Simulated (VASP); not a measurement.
# Li (P6_3/mmc) in VASP: single point with PBEsol

Aim: the single point of Li with PBEsol.

Program: VASP 6.6.1. These are calculated values, not measurements. Logs are shortened: lines on timing, memory, paths and dates and some standing lists are left out, and cuts for length are marked.

### Step 1. The structure

It takes space group P6_3/mmc (No. 194, hexagonal). The conventional cell has a = 3.111 Å, b = 3.111 Å, c = 5.093 Å, α = 90.00°, β = 90.00°, γ = 120.00°. Around Li (site symmetry -6m2) lie 12 Li at 3.11 to 3.12 Å.

This isn't the form of Li at room conditions, which is bcc.

### Step 2. Single point, PBEsol

File INCAR:

```
SYSTEM = Li
PREC = Accurate ; ENCUT = 520
EDIFF = 1E-6 ; ISMEAR = 1
SIGMA = 0.1 ; LREAL = .FALSE.
LASPH = .TRUE. ; NELM = 100
ALGO = Fast ; ISIF = 2
LWAVE = .FALSE. ; LCHARG = .TRUE.
GGA = PS ; LELF = .TRUE.
LVHAR = .TRUE. ; NBANDS = 10
```

File KPOINTS:

```
regular mesh
0
G
  8 8 4
  0 0 0
```

File POSCAR:

```
Li
1.0
    3.1110000000      0.0000000000      0.0000000000
   -1.5555000000      2.6942100000      0.0000000000
    0.0000000000      0.0000000000      5.0930000000
Li
2
Direct
    0.3333333333      0.6666666667      0.2500000000
    0.6666666667      0.3333333333      0.7500000000
```

Potentials or basis: VASP PAW PBE potentials, release 64 (Li_sv).

Run with:

```sh
cat potpaw_PBE.64/Li_sv/POTCAR > POTCAR
mpirun -np 1 vasp_std > vasp.out
```

OUTCAR:

```text
SYSTEM = Li
   PREC = Accurate
   ENCUT = 520
   EDIFF = 1E-6
   ISMEAR = 1
   LREAL = .FALSE.
   LASPH = .TRUE.
   NELM = 100
   ISIF = 2
   GGA = PS

 ion  position               nearest neighbor table
   1  0.333  0.667  0.250-
   2  0.667  0.333  0.750-

  LATTYP: Found a hexagonal cell.
 ALAT       =     3.1110000000
 C/A-ratio  =     1.6370941819

  Lattice vectors:

 A1 = (   3.1110000000,   0.0000000000,   0.0000000000)
 A2 = (  -1.5555000000,   2.6942100000,   0.0000000000)
 A3 = (   0.0000000000,   0.0000000000,   5.0930000000)

Analysis of symmetry for initial positions (statically):
=====================================================================
 Subroutine PRICEL returns:
 Original cell was already a primitive cell.

 Routine SETGRP: Setting up the symmetry group for a
 hexagonal supercell.

 Subroutine GETGRP returns: Found 24 space group operations
 (whereof 12 operations were pure point group operations)
 out of a pool of 24 trial point group operations.

The static configuration has the point symmetry D_3d.
 The point group associated with its full space group is D_6h.

Analysis of symmetry for dynamics (positions and initial velocities):
=====================================================================
 Subroutine PRICEL returns:
 Original cell was already a primitive cell.

 Routine SETGRP: Setting up the symmetry group for a
 hexagonal supercell.

 Subroutine GETGRP returns: Found 24 space group operations
 (whereof 12 operations were pure point group operations)
 out of a pool of 24 trial point group operations.

The dynamic configuration has the point symmetry D_3d.
 The point group associated with its full space group is D_6h.

 Subroutine INISYM returns: Found 24 space group operations
 (whereof 12 operations are pure point group operations),
 and found     1 'primitive' translations

----------------------------------------------------------------------------------------

                                     Primitive cell

  volume of cell :      42.6879

  direct lattice vectors                    reciprocal lattice vectors
     3.111000000  0.000000000  0.000000000     0.321440051  0.185583158  0.000000000
    -1.555500000  2.694210000  0.000000000     0.000000000  0.371166316  0.000000000
     0.000000000  0.000000000  5.093000000     0.000000000  0.000000000  0.196347929

  length of vectors
     3.111000000  3.111004303  5.093000000     0.371166829  0.371166316  0.196347929

  position of ions in fractional coordinates (direct lattice)
     0.333333333  0.666666667  0.250000000
     0.666666667  0.333333333  0.750000000

  ion indices of the primitive-cell ions
   primitive index   ion index
                 1           1
                 2           2

----------------------------------------------------------------------------------------

 KPOINTS: regular mesh

Automatic generation of k-mesh.
 Grid dimensions read from file:
 generate k-points for:    8    8    4

 Generating k-lattice:

  Cartesian coordinates                     Fractional coordinates (reciprocal lattice)
     0.040180006  0.023197895  0.000000000     0.125000000  0.000000000  0.000000000
     0.000000000  0.046395789  0.000000000     0.000000000  0.125000000  0.000000000
     0.000000000  0.000000000  0.049086982     0.000000000  0.000000000  0.250000000

  Length of vectors
     0.046395854  0.046395789  0.049086982

  Shift w.r.t. Gamma in fractional coordinates (k-lattice)
     0.000000000  0.000000000  0.000000000

 Subroutine IBZKPT returns following result:
 ===========================================

 Found     30 irreducible k-points:

 Following reciprocal coordinates:
            Coordinates               Weight
  0.000000  0.000000  0.000000      1.000000
  0.125000  0.000000  0.000000      6.000000
  0.250000  0.000000  0.000000      6.000000
  0.375000 -0.000000  0.000000      6.000000
  0.500000  0.000000  0.000000      3.000000
  0.125000  0.125000  0.000000      6.000000
[... 16 lines left out ...]
  0.250000  0.000000  0.500000      6.000000
  0.375000 -0.000000  0.500000      6.000000
 [... further k-points ...]
   k-points           NKPTS =     30   k-points in BZ     NKDIM =     30   number of bands    NBANDS=     10
   number of dos      NEDOS =    301   number of ions     NIONS =      2
   total plane-waves  NPLWV =  23040
   dimension x,y,z NGX =    24 NGY =   24 NGZ =   40
   dimension x,y,z NGXF=    48 NGYF=   48 NGZF=   80
   ions per type =               2
   NGX,Y,Z   is equivalent  to a cutoff of  12.83, 12.83, 13.06 a.u.
   NGXF,Y,Z  is equivalent  to a cutoff of  25.65, 25.65, 26.11 a.u.
 SYSTEM =  Li
   PREC   = accura    normal or accurate (medium, high low for compatibility)
   ISTART =      0    job   : 0-new  1-cont  2-samecut
   ICHARG =      2    charge: 1-file 2-atom 10-const
   ISPIN  =      1    spin polarized calculation?
   LNONCOLLINEAR =      F non collinear calculations
   LSORBIT =      F    spin-orbit coupling
   LASPH  =      T    aspherical Exc in radial PAW
   ENCUT  =  520.0 eV  38.22 Ry    6.18 a.u.   5.78  5.78  9.47*2*pi/ulx,y,z
   NELM   =    100;   NELMIN=  2; NELMDL= -5     # of ELM steps
   EDIFF  = 0.1E-05   stopping-criterion for ELM
   LREAL  =      F    real-space projection
   EDIFFG = 0.1E-04   stopping-criterion for IOM
   NSW    =      0    number of steps for IOM
   IBRION =     -1    ionic relax: 0-MD 1-quasi-New 2-CG
   NFREE  =      0    steps in history (QN), initial steepest desc. (CG)
   ISIF   =      2    stress and relaxation
   ISYM   =      2    0-nonsym 1-usesym 2-fastsym
   POTIM  = 0.5000    time-step for ionic-motion
   TEBEG  =    0.0;   TEEND  =   0.0 temperature during run
   PSTRESS=    0.0 pullay stress
   NELECT =       6.0000    total number of electrons
   NUPDOWN=      -1.0000    fix difference up-down
   EMIN   =  10.00;   EMAX   =-10.00  energy-range for DOS
   EFERMI =   0.00;   METHOD = LEGACY
   ISMEAR =     1;   SIGMA  =   0.10  broadening in eV -4-tet -1-fermi 0-gaus
   EFERMI_NEDOS =   21; number of points for ismear=-14 and -15
   IALGO  =     68    algorithm
   IMIX   =      4    mixing-type and parameters
     AMIX     =   0.40;   BMIX     =  1.00
     AMIX_MAG =   1.60;   BMIX_MAG =  1.00
  volume/ion in A,a.u.               =      21.34       144.04
  Fermi-wavevector in a.u.,A,eV,Ry     =   0.851184  1.608505  9.857618  0.724514
  Thomas-Fermi vector in A             =   1.967278
   LORBIT       =      0    0 simple, 1 ext, 2 COOP (PROOUT), +10 PAW based schemes
   GGA     = PS    functional components
   LHFCALC =     F    Hartree Fock is set to
   AEXX    =    0.0000 exact exchange contribution
   IVDW    =     0    specifies the selected vdW correction
   LEPSILON=     F    determine dielectric tensor
   LRPA    =     F    only Hartree local field effects (RPA)
 non-spin polarized calculation
 RMM-DIIS sequential band-by-band and
 Methfessel and Paxton  Order N= 1 SIGMA  =   0.10
  energy-cutoff  :      520.00
  volume of cell :       42.69
 maximum number of plane-waves:      1182
 NGX is ok and might be reduce to    24
   NGX = 11   NGY = 11   NGZ = 19

 number of electron       5.9999990 magnetization

 Free energy of the ion-electron system (eV)
  ---------------------------------------------------
  ext. energy  EPLUGINS =         0.00000000
  ---------------------------------------------------
  free energy    TOTEN  =        -3.92296785 eV

  energy without entropy =       -3.92124472  energy(sigma->0) =       -3.92239347

 E-fermi :   0.3730     XC(G=0):  -6.8928

 val. band max:        0.3677851682   @ k =   0.3750   0.1250   0.2500
 cond. band min:       0.4210049289   @ k =   0.5000   0.0000   0.0000
 fundamental gap:      0.0532197607
 Fermi energy:         0.3730425960

 k-point     1 :       0.0000    0.0000    0.0000
  band No.  band energies     occupation
      1     -45.5112      2.00000
      2     -45.4960      2.00000
      3      -3.0007      2.00000
      4       0.4792     -0.06075
      5       3.2349      0.00000
      6      12.5480      0.00000
      7      12.5481      0.00000
      8      13.8978      0.00000
      9      13.8978      0.00000
     10      14.4280      0.00000

 k-point     2 :       0.1250    0.0000    0.0000
  band No.  band energies     occupation
      1     -45.5092      2.00000
      2     -45.4950      2.00000
      3      -2.7569      2.00000
      4       0.7965     -0.00000
      5       3.3330      0.00000
      6      10.4448      0.00000
      7      11.2773      0.00000
      8      13.7925      0.00000
      9      14.0636      0.00000
     10      14.3612      0.00000

 k-point     3 :       0.2500    0.0000    0.0000
  band No.  band energies     occupation
      1     -45.5042      2.00000
      2     -45.4929      2.00000
      3      -2.0247      2.00000
      4       1.7452     -0.00000
      5       3.5077      0.00000
      6       7.5132      0.00000
      7       9.8634      0.00000
      8      11.6524      0.00000
      9      11.8418      0.00000
     10      13.6735      0.00000

 k-point     4 :       0.3750   -0.0000    0.0000
  band No.  band energies     occupation
      1     -45.4986      2.00000
      2     -45.4912      2.00000
      3      -0.8204      2.00000
      4       2.8568      0.00000
      5       3.3068      0.00000
      6       6.1509      0.00000
      7       8.4496      0.00000
      8       8.9686      0.00000
      9       9.3707      0.00000
     10      12.9545      0.00000

 k-point     5 :       0.5000    0.0000    0.0000
  band No.  band energies     occupation
      1     -45.4957      2.00000
      2     -45.4909      2.00000
      3       0.4210      0.28260
      4       1.4763     -0.00000
      5       5.0225      0.00000
      6       6.1442      0.00000
      7       6.4766      0.00000
      8       8.0614      0.00000
      9       8.6660      0.00000
     10      12.6901      0.00000

 k-point     6 :       0.1250    0.1250    0.0000
  band No.  band energies     occupation
      1     -45.5057      2.00000
      2     -45.4935      2.00000
      3      -2.2678      2.00000
      4       1.4296     -0.00000
      5       3.5021      0.00000
      6       8.5551      0.00000
      7       9.3259      0.00000
      8      12.8567      0.00000
      9      13.2319      0.00000
     10      13.2952      0.00000
[... 183 lines left out ...]
 k-point    21 :       0.0000    0.0000    0.5000
  band No.  band energies     occupation
      1     -45.5038      2.00000
      2     -45.5038      2.00000
      3      -1.9129      2.00000
      4      -1.9129      2.00000
      5       8.1478      0.00000
      6       8.1478      0.00000
      7      13.4250      0.00000
      8      13.4250      0.00000
      9      13.4251      0.00000
     10      13.4251      0.00000

 k-point    22 :       0.1250    0.0000    0.5000
  band No.  band energies     occupation
      1     -45.5022      2.00000
      2     -45.5022      2.00000
      3      -1.6627      2.00000
      4      -1.6627      2.00000
      5       8.2593      0.00000
      6       8.2593      0.00000
      7      11.7366      0.00000
      8      11.7366      0.00000
      9      12.4731      0.00000
     10      12.4731      0.00000

 k-point    23 :       0.2500    0.0000    0.5000
  band No.  band energies     occupation
      1     -45.4985      2.00000
      2     -45.4985      2.00000
      3      -0.9219      2.00000
      4      -0.9219      2.00000
      5       7.6993      0.00000
      6       7.6993      0.00000
      7       9.6965      0.00000
      8       9.6965      0.00000
      9      11.1593      0.00000
     10      11.1593      0.00000

 k-point    24 :       0.3750   -0.0000    0.5000
  band No.  band energies     occupation
      1     -45.4948      2.00000
      2     -45.4948      2.00000
      3       0.2393      2.06756
      4       0.2393      2.06756
      5       5.2770      0.00000
      6       5.2770      0.00000
      7      10.2911      0.00000
      8      10.2911      0.00000
      9      10.3393      0.00000
     10      10.3394      0.00000

 [... further k-points ...]

------------------------ aborting loop because EDIFF is reached ----------------------------------------

  FORCE on cell =-STRESS in cart. coord.  units (eV):
  Direction    XX          YY          ZZ          XY          YZ          ZX
  --------------------------------------------------------------------------------------
  -------------------------------------------------------------------------------------
  Total       -0.1276727     -0.1276732     -0.3267550      0.0000000     -0.0000000      0.0000000
  in kB       -4.7918524     -4.7918700    -12.2638743      0.0000000     -0.0000000      0.0000000
  external PRESSURE =      -7.2825322 kB  Pullay stress =       0.0000000 kB

 VOLUME and BASIS-vectors are now :
 -----------------------------------------------------------------------------
  energy-cutoff  :      520.00
  volume of cell :       42.69
      direct lattice vectors                 reciprocal lattice vectors
     3.111000000  0.000000000  0.000000000     0.321440051  0.185583158  0.000000000
    -1.555500000  2.694210000  0.000000000     0.000000000  0.371166316  0.000000000
     0.000000000  0.000000000  5.093000000     0.000000000  0.000000000  0.196347929

 POSITION                                       TOTAL-FORCE (eV/Angst)
 -----------------------------------------------------------------------------------
     -0.00000      1.79614      1.27325        -0.000000     -0.000000      0.000000
      1.55550      0.89807      3.81975         0.000000      0.000000      0.000000
 -----------------------------------------------------------------------------------
    total drift:                               -0.000000      0.000000     -0.000000

  FREE ENERGIE OF THE ION-ELECTRON SYSTEM (eV)
  ---------------------------------------------------
  free  energy   TOTEN  =        -3.9229678469 eV

  energy  without entropy=       -3.9212447206  energy(sigma->0) =       -3.92239347
```

Run time: 15 s. Hardware: 1 thread of AMD EPYC 9R14 (Zen 4), shared host; peak memory 0.12 GiB.

What came out:

```yaml
Free_energy: -3.9230 eV
Band_gap_on_the_k_mesh: none (metal or under the smearing width)
```

Caveat: the cutoff is under 1.25 times the usual one of these potentials, so pressure, stress and relaxed cells hold a basis-set (Pulay) error; the PAW data sets were made with another functional, which shifts forces and pressure a little.
